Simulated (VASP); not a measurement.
# Hf (Im-3m) in VASP: further runs

One crystal, Hf, is run at these levels: PBEsol; tasks: relaxation of cell and atoms.

Program: VASP 6.6.1. These are calculated values, not measurements. Logs are shortened: lines on timing, memory, paths and dates and some standing lists are left out, and cuts for length are marked.

### Step 1. Starting point

It takes space group Im-3m (No. 229, cubic). The conventional cell has a = 3.259 Å, b = 3.259 Å, c = 3.259 Å, α = 90.00°, β = 90.00°, γ = 90.00°. Hf (site symmetry m-3m) has 8 Hf at 2.82 Å as nearest neighbours.

This isn't the form of Hf at room conditions, which is hcp.

### Step 2. Relaxation of cell and atoms, PBEsol, target pressure 12 GPa, at which the enthalpy is minimised

Contents of INCAR:

```
ALGO     = Normal         # electronic algorithm
EDIFF    = 1E-7           # SCF threshold, eV
EDIFFG   = -0.002         # ionic threshold
ENCUT    = 520            # plane-wave cutoff, eV
GGA      = PS             # functional
IBRION   = 2              # ionic algorithm
ISIF     = 3              # what is computed and relaxed
ISMEAR   = 0              # smearing method
LASPH    = True           # aspherical terms in the spheres
LCHARG   = False          # write CHGCAR
LREAL    = False          # projectors in reciprocal space
LWAVE    = False          # write WAVECAR
NELM     = 80             # most SCF steps
NSW      = 80             # ionic steps
PREC     = Accurate       # precision mode
PSTRESS  = 120.0        
SIGMA    = 0.1            # smearing width, eV
```

Contents of KPOINTS:

```
k-points
0
Gamma
  16 16 16
```

Contents of POSCAR:

```
Hf                                      
1.0
   -1.6295545284      1.6295545284      1.6295545284
    1.6295545284     -1.6295545284      1.6295545284
    1.6295545284      1.6295545284     -1.6295545284
  Hf            
     1
Direct
     0.0000000000000000    0.0000000000000000    0.0000000000000000
```

Potentials or basis: VASP PAW PBE potentials, release 64 (Hf).

Run with:

```sh
> cat potpaw_PBE.64/Hf/POTCAR > POTCAR
> mpirun -np 1 vasp_std > vasp.out
```

OUTCAR:

```text
EDIFF = 1E-7
   EDIFFG = -0.002
   ENCUT = 520
   GGA = PS
   IBRION = 2
   ISIF = 3
   ISMEAR = 0
   LASPH = True
   LREAL = False
   NELM = 80
   NSW = 80
   PREC = Accurate
   PSTRESS = 120.0

 ion  position               nearest neighbor table
   1  0.000  0.000  0.000-

  LATTYP: Found a body centered cubic cell.
 ALAT       =     3.2591090568

  Lattice vectors:

 A1 = (  -1.6295545284,   1.6295545284,   1.6295545284)
 A2 = (   1.6295545284,  -1.6295545284,   1.6295545284)
 A3 = (   1.6295545284,   1.6295545284,  -1.6295545284)

Analysis of symmetry for initial positions (statically):
=====================================================================
 Subroutine PRICEL returns:
 Original cell was already a primitive cell.

 Routine SETGRP: Setting up the symmetry group for a
 body centered cubic supercell.

 Subroutine GETGRP returns: Found 48 space group operations
 (whereof 48 operations were pure point group operations)
 out of a pool of 48 trial point group operations.

The static configuration has the point symmetry O_h .

Analysis of symmetry for dynamics (positions and initial velocities):
=====================================================================
 Subroutine PRICEL returns:
 Original cell was already a primitive cell.

 Routine SETGRP: Setting up the symmetry group for a
 body centered cubic supercell.

 Subroutine GETGRP returns: Found 48 space group operations
 (whereof 48 operations were pure point group operations)
 out of a pool of 48 trial point group operations.

The dynamic configuration has the point symmetry O_h .

 Subroutine INISYM returns: Found 48 space group operations
 (whereof 48 operations are pure point group operations),
 and found     1 'primitive' translations

----------------------------------------------------------------------------------------

                                     Primitive cell

  volume of cell :      17.3088

  direct lattice vectors                    reciprocal lattice vectors
    -1.629554528  1.629554528  1.629554528     0.000000000  0.306832322  0.306832322
     1.629554528 -1.629554528  1.629554528     0.306832322  0.000000000  0.306832322
     1.629554528  1.629554528 -1.629554528     0.306832322  0.306832322  0.000000000

  length of vectors
     2.822471237  2.822471237  2.822471237     0.433926431  0.433926431  0.433926431

  position of ions in fractional coordinates (direct lattice)
     0.000000000  0.000000000  0.000000000

  ion indices of the primitive-cell ions
   primitive index   ion index
                 1           1

----------------------------------------------------------------------------------------

 KPOINTS: k-points

Automatic generation of k-mesh.
 Grid dimensions read from file:
 generate k-points for:   16   16   16

 Generating k-lattice:

  Cartesian coordinates                     Fractional coordinates (reciprocal lattice)
     0.000000000  0.019177020  0.019177020     0.062500000  0.000000000  0.000000000
     0.019177020  0.000000000  0.019177020     0.000000000  0.062500000  0.000000000
     0.019177020  0.019177020  0.000000000     0.000000000  0.000000000  0.062500000

  Length of vectors
     0.027120402  0.027120402  0.027120402

  Shift w.r.t. Gamma in fractional coordinates (k-lattice)
     0.000000000  0.000000000  0.000000000

 Subroutine IBZKPT returns following result:
 ===========================================

 Found    145 irreducible k-points:

 Following reciprocal coordinates:
            Coordinates               Weight
  0.000000  0.000000  0.000000      1.000000
  0.062500  0.000000  0.000000     12.000000
  0.125000  0.000000  0.000000     12.000000
  0.187500  0.000000  0.000000     12.000000
  0.250000  0.000000  0.000000     12.000000
  0.312500  0.000000  0.000000     12.000000
[... 16 lines left out ...]
  0.187500  0.187500  0.000000     24.000000
  0.250000  0.187500  0.000000     48.000000
 [... further k-points ...]
   k-points           NKPTS =    145   k-points in BZ     NKDIM =    145   number of bands    NBANDS=      6
   number of dos      NEDOS =    301   number of ions     NIONS =      1
   total plane-waves  NPLWV =  13824
   dimension x,y,z NGX =    24 NGY =   24 NGZ =   24
   dimension x,y,z NGXF=    48 NGYF=   48 NGZF=   48
   ions per type =               1
   NGX,Y,Z   is equivalent  to a cutoff of  14.14, 14.14, 14.14 a.u.
   NGXF,Y,Z  is equivalent  to a cutoff of  28.27, 28.27, 28.27 a.u.
 SYSTEM =  unknown system
   PREC   = accura    normal or accurate (medium, high low for compatibility)
   ISTART =      0    job   : 0-new  1-cont  2-samecut
   ICHARG =      2    charge: 1-file 2-atom 10-const
   ISPIN  =      1    spin polarized calculation?
   LNONCOLLINEAR =      F non collinear calculations
   LSORBIT =      F    spin-orbit coupling
   LASPH  =      T    aspherical Exc in radial PAW
   ENCUT  =  520.0 eV  38.22 Ry    6.18 a.u.   5.25  5.25  5.25*2*pi/ulx,y,z
   NELM   =     80;   NELMIN=  2; NELMDL= -5     # of ELM steps
   EDIFF  = 0.1E-06   stopping-criterion for ELM
   LREAL  =      F    real-space projection
   EDIFFG = -.2E-02   stopping-criterion for IOM
   NSW    =     80    number of steps for IOM
   IBRION =      2    ionic relax: 0-MD 1-quasi-New 2-CG
   NFREE  =      1    steps in history (QN), initial steepest desc. (CG)
   ISIF   =      3    stress and relaxation
   ISYM   =      2    0-nonsym 1-usesym 2-fastsym
   POTIM  = 0.5000    time-step for ionic-motion
   TEBEG  =    0.0;   TEEND  =   0.0 temperature during run
   PSTRESS=  120.0 pullay stress
   NELECT =       4.0000    total number of electrons
   NUPDOWN=      -1.0000    fix difference up-down
   EMIN   =  10.00;   EMAX   =-10.00  energy-range for DOS
   EFERMI =   0.00;   METHOD = LEGACY
   ISMEAR =     0;   SIGMA  =   0.10  broadening in eV -4-tet -1-fermi 0-gaus
   EFERMI_NEDOS =   21; number of points for ismear=-14 and -15
   IALGO  =     38    algorithm
   IMIX   =      4    mixing-type and parameters
     AMIX     =   0.40;   BMIX     =  1.00
     AMIX_MAG =   1.60;   BMIX_MAG =  1.00
  volume/ion in A,a.u.               =      17.31       116.81
  Fermi-wavevector in a.u.,A,eV,Ry     =   1.004630  1.898475 13.732094  1.009280
  Thomas-Fermi vector in A             =   2.137258
   LORBIT       =      0    0 simple, 1 ext, 2 COOP (PROOUT), +10 PAW based schemes
   GGA     = PS    functional components
   LHFCALC =     F    Hartree Fock is set to
   AEXX    =    0.0000 exact exchange contribution
   IVDW    =     0    specifies the selected vdW correction
   LEPSILON=     F    determine dielectric tensor
   LRPA    =     F    only Hartree local field effects (RPA)
 conjugate gradient relaxation of ions
 non-spin polarized calculation
 Gauss-broadening in eV      SIGMA  =   0.10
  energy-cutoff  :      520.00
  volume of cell :       17.31
 maximum number of plane-waves:       476
 NGX is ok and might be reduce to    24
   NGX = 11   NGY = 11   NGZ = 11

--------------------------------------- Ionic step        1  -------------------------------------------

 number of electron       4.0000000 magnetization

 Free energy of the ion-electron system (eV)
  ---------------------------------------------------
  ext. energy  EPLUGINS =         0.00000000
  ---------------------------------------------------
  free energy    TOTEN  =       -10.06318842 eV

  energy without entropy =      -10.05632502  energy(sigma->0) =      -10.05975672

------------------------ aborting loop because EDIFF is reached ----------------------------------------

  FORCE on cell =-STRESS in cart. coord.  units (eV):
  Direction    XX          YY          ZZ          XY          YZ          ZX
  --------------------------------------------------------------------------------------
  -------------------------------------------------------------------------------------
  Total        3.2399129      3.2399129      3.2399129      0.0000000      0.0000000      0.0000000
  in kB      299.9005274    299.9005274    299.9005274      0.0000000      0.0000000      0.0000000
  external PRESSURE =     179.9005274 kB  Pullay stress =     120.0000000 kB
[... 90 lines left out ...]
  FREE ENERGIE OF THE ION-ELECTRON SYSTEM (eV)
  ---------------------------------------------------
  free  energy   TOTEN  =       -10.3174304293 eV

  energy  without entropy=      -10.3095053998  energy(sigma->0) =      -10.31346791

  enthalpy is  TOTEN    =        -8.8689684449 eV   P V=        1.4484619844

[... ionic steps 4 to 14 ...]

--------------------------------------- Ionic step       15  -------------------------------------------

 number of electron       4.0000000 magnetization

------------------------ aborting loop because EDIFF is reached ----------------------------------------

  FORCE on cell =-STRESS in cart. coord.  units (eV):
  Direction    XX          YY          ZZ          XY          YZ          ZX
  --------------------------------------------------------------------------------------
  -------------------------------------------------------------------------------------
  Total        1.4535086      1.4535086      1.4535086      0.0000000      0.0000000     -0.0000000
  in kB      121.0198887    121.0198887    121.0198887      0.0000000      0.0000000     -0.0000000
  external PRESSURE =       1.0198887 kB  Pullay stress =     120.0000000 kB
[... 59 lines left out ...]
  enthalpy is  TOTEN    =        -8.8691322779 eV   P V=        1.4425535386

--------------------------------------- Ionic step       17  -------------------------------------------

 number of electron       4.0000000 magnetization

 Free energy of the ion-electron system (eV)
  ---------------------------------------------------
  ext. energy  EPLUGINS =         0.00000000
  ---------------------------------------------------
  free energy    TOTEN  =       -10.31139287 eV

  energy without entropy =      -10.30344115  energy(sigma->0) =      -10.30741701

 E-fermi :   5.8682     XC(G=0): -11.7378

 val. band max:        5.8616997207   @ k =   0.3125   0.2500   0.0625
 cond. band min:       5.8787643242   @ k =   0.2500   0.0625  -0.0000
 fundamental gap:      0.0170646035
 Fermi energy:         5.8681656879

 k-point     1 :       0.0000    0.0000    0.0000
  band No.  band energies     occupation
      1      -1.6360      2.00000
      2       7.5090      0.00000
      3       7.5090      0.00000
      4       7.5090      0.00000
      5      10.7657      0.00000
      6      10.7657      0.00000

 k-point     2 :       0.0625    0.0000    0.0000
  band No.  band energies     occupation
      1      -1.4661      2.00000
      2       7.3816      0.00000
      3       7.4616      0.00000
      4       7.6820      0.00000
      5      10.5459      0.00000
      6      10.7597      0.00000
[... 190 lines left out ...]
 k-point    24 :       0.2500    0.1875    0.0000
  band No.  band energies     occupation
      1       2.5956      2.00000
      2       5.2324      2.00000
      3       5.8963      0.69055
      4      10.0927      0.00000
      5      11.7591      0.00000
      6      13.5057      0.00000

 [... further k-points ...]

------------------------ aborting loop because EDIFF is reached ----------------------------------------

  FORCE on cell =-STRESS in cart. coord.  units (eV):
  Direction    XX          YY          ZZ          XY          YZ          ZX
  --------------------------------------------------------------------------------------
  -------------------------------------------------------------------------------------
  Total        1.4422277      1.4422277      1.4422277     -0.0000000     -0.0000000      0.0000000
  in kB      119.9972981    119.9972981    119.9972981     -0.0000000     -0.0000000      0.0000000
  external PRESSURE =      -0.0027019 kB  Pullay stress =     120.0000000 kB
[... 16 lines left out ...]
  FREE ENERGIE OF THE ION-ELECTRON SYSTEM (eV)
  ---------------------------------------------------
  free  energy   TOTEN  =       -10.3113928705 eV

  energy  without entropy=      -10.3034411508  energy(sigma->0) =      -10.30741701

  enthalpy is  TOTEN    =        -8.8691327068 eV   P V=        1.4422601636

 reached required accuracy - stopping structural energy minimisation
```

Run time: 28 s. Hardware: 1 thread of Intel Xeon 6975P-C (Granite Rapids), shared host; peak memory 0.16 GiB.

What came out:

```
Free energy                                            : -10.3114 eV
Relaxed volume                                         : 19.26 Å³/atom
Relaxed cell                                           : a = 2.925 Å, b = 2.925 Å, c = 2.925 Å, α = 109.47°, β = 109.47°, γ = 109.47°
Space group after relaxing (to 0.05 Å)                 : Im-3m (No. 229)
Energy change on relaxing (the enthalpy is what falls) : -248.2 meV/atom
Ionic steps                                            : 17
Pressure after relaxing                                : 12.0 GPa
Band gap on the k mesh                                 : none (metal or under the smearing width)
```

Step by step:
| step | energy change (eV) | largest force (eV/Å) | pressure (GPa) | volume (Å³) |
| --- | --- | --- | --- | --- |
| 1 | 0.0000 | 0.0000 | 29.99 | 17.31 |
| 2 | -0.2787 | 0.0000 | -7.06 | 22.65 |
| 3 | -0.2542 | 0.0000 | 11.38 | 19.34 |
| 4 | -0.2485 | 0.0000 | 11.97 | 19.26 |
| 5 | -0.2455 | 0.0000 | 12.28 | 19.22 |
| 6 | -0.2456 | 0.0000 | 12.27 | 19.22 |
| 7 | -0.2459 | 0.0000 | 12.23 | 19.23 |
| 8 | -0.2459 | 0.0000 | 12.23 | 19.23 |
| 9 | -0.2459 | 0.0000 | 12.23 | 19.23 |
| 10 | -0.2459 | 0.0000 | 12.23 | 19.23 |
| 11 | -0.2460 | 0.0000 | 12.23 | 19.23 |
| 12 | -0.2461 | 0.0000 | 12.22 | 19.23 |
| 13 | -0.2462 | 0.0000 | 12.20 | 19.23 |
| 14 | -0.2465 | 0.0000 | 12.17 | 19.23 |
| 15 | -0.2472 | 0.0000 | 12.10 | 19.24 |
| 16 | -0.2485 | 0.0000 | 11.97 | 19.26 |
| 17 | -0.2482 | 0.0000 | 12.00 | 19.26 |

Final structure:
```xyz
1
Lattice="-1.6885 1.6885 1.6885 1.6885 -1.6885 1.6885 1.6885 1.6885 -1.6885" Properties=species:S:1:pos:R:3 pbc="T T T"
Hf    0.0000    0.0000    0.0000
```

Levels at points of the mesh, in eV from the Fermi level:
```tsv
k point	band 1	band 2	band 3	band 4	band 5	band 6
(0.00, 0.00, 0.00)	-7.50	1.64	1.64	1.64	4.90	4.90
(0.50, 0.00, 0.00)	-3.87	-0.79	1.77	4.82	6.00	9.10
(0.50, 0.50, 0.50)	-3.28	-3.28	8.04	8.04	8.04	8.49
```

Caveat: the cell is relaxed towards a set pressure, so the enthalpy falls and the energy may rise; the PAW data sets were made with another functional, which shifts forces and pressure a little.

### Step 3. Relaxation of cell and atoms, PBEsol, target pressure 12 GPa, at which the enthalpy is minimised

This run uses another cell than the first one, of 19.26 Å³/atom, 1.113 times its volume.

INCAR is that of step 2.

KPOINTS is that of step 2.

Contents of POSCAR:

```
Hf                                      
1.0
   -1.6885126464      1.6885126464      1.6885126464
    1.6885126464     -1.6885126464      1.6885126464
    1.6885126464      1.6885126464     -1.6885126464
  Hf            
     1
Direct
     0.0000000000000000    0.0000000000000000    0.0000000000000000
```

Potentials or basis: VASP PAW PBE potentials, release 64 (Hf).

Run with:

```sh
> cat potpaw_PBE.64/Hf/POTCAR > POTCAR
> mpirun -np 1 vasp_std > vasp.out
```

It took 5.5 s on 1 thread of Intel Xeon 6975P-C (Granite Rapids), shared host; peak memory 0.15 GiB.

The run converged. Its results:

```
Free energy             : -10.3116 eV
Pressure after relaxing : 12.0 GPa
Band gap on the k mesh  : none (metal or under the smearing width)
```

Final structure:
```
CELL_PARAMETERS angstrom
-1.68851 1.68851 1.68851
1.68851 -1.68851 1.68851
1.68851 1.68851 -1.68851
ATOMIC_POSITIONS crystal
Hf 0.00000 0.00000 0.00000
```

Levels at points of the mesh, in eV from the Fermi level:
```
           k point  band 1  band 2  band 3  band 4  band 5  band 6
(0.00, 0.00, 0.00)   -7.50    1.64    1.64    1.64    4.90    4.90
(0.50, 0.00, 0.00)   -3.87   -0.79    1.77    4.82    6.00    9.10
(0.50, 0.50, 0.50)   -3.28   -3.28    8.04    8.04    8.04    8.49
```

Caveat: the relaxation stopped at its first step, so nothing moved; the cell is relaxed towards a set pressure, so the enthalpy falls and the energy may rise; the PAW data sets were made with another functional, which shifts forces and pressure a little. The run has no spin-orbit coupling, so splittings on Hf are missing.

### Step 4. Relaxation of cell and atoms, PBEsol, target pressure 0.0001 GPa, at which the enthalpy is minimised

This run uses another cell than the first one, of 19.26 Å³/atom, 1.113 times its volume.

INCAR, as its differences from that of step 3:

```diff
@@ -15,3 +15,3 @@
 PREC     = Accurate       # precision mode
-PSTRESS  = 120.0        
+PSTRESS  = 0.001        
 SIGMA    = 0.1            # smearing width, eV
```

KPOINTS is that of step 3.

POSCAR is that of step 3.

Run with:

```sh
> cat potpaw_PBE.64/Hf/POTCAR > POTCAR
> mpirun -np 1 vasp_std > vasp.out
```

Wall time 13 s (1 thread of Intel Xeon 6975P-C (Granite Rapids), shared host); peak memory 0.16 GiB.

It converged, with:

```
Free energy                                            : -10.3772 eV
Relaxed volume                                         : 21.12 Å³/atom
Relaxed cell                                           : a = 3.016 Å, b = 3.016 Å, c = 3.016 Å, α = 109.47°, β = 109.47°, γ = 109.47°
Space group after relaxing (to 0.05 Å)                 : Im-3m (No. 229)
Energy change on relaxing (the enthalpy is what falls) : -65.6 meV/atom
Ionic steps                                            : 4
Pressure after relaxing                                : 0.0 GPa
Band gap on the k mesh                                 : none (metal or under the smearing width)
```

The path:
| step | energy change (eV) | largest force (eV/Å) | pressure (GPa) | volume (Å³) |
| --- | --- | --- | --- | --- |
| 1 | 0.0000 | 0.0000 | 11.99 | 19.26 |
| 2 | 0.0194 | 0.0000 | -10.31 | 23.56 |
| 3 | -0.0656 | 0.0000 | -0.21 | 21.16 |
| 4 | -0.0656 | 0.0000 | 0.00 | 21.12 |

Final structure:
```yaml
crystal:
  lattice:
    - [-1.74136, 1.74136, 1.74136]
    - [1.74136, -1.74136, 1.74136]
    - [1.74136, 1.74136, -1.74136]
  atoms:
    - { symbol: Hf, position: [0.00000, 0.00000, 0.00000] }
```

Levels at points of the mesh, in eV from the Fermi level:
```tsv
k point	band 1	band 2	band 3	band 4	band 5	band 6
(0.00, 0.00, 0.00)	-7.22	1.57	1.57	1.57	4.53	4.53
(0.50, 0.00, 0.00)	-3.56	-0.60	1.31	4.39	5.46	8.16
(0.50, 0.50, 0.50)	-2.82	-2.82	7.25	7.25	7.25	7.65
```

Caveat: the cell is relaxed towards a set pressure, so the enthalpy falls and the energy may rise; the PAW data sets were made with another functional, which shifts forces and pressure a little.
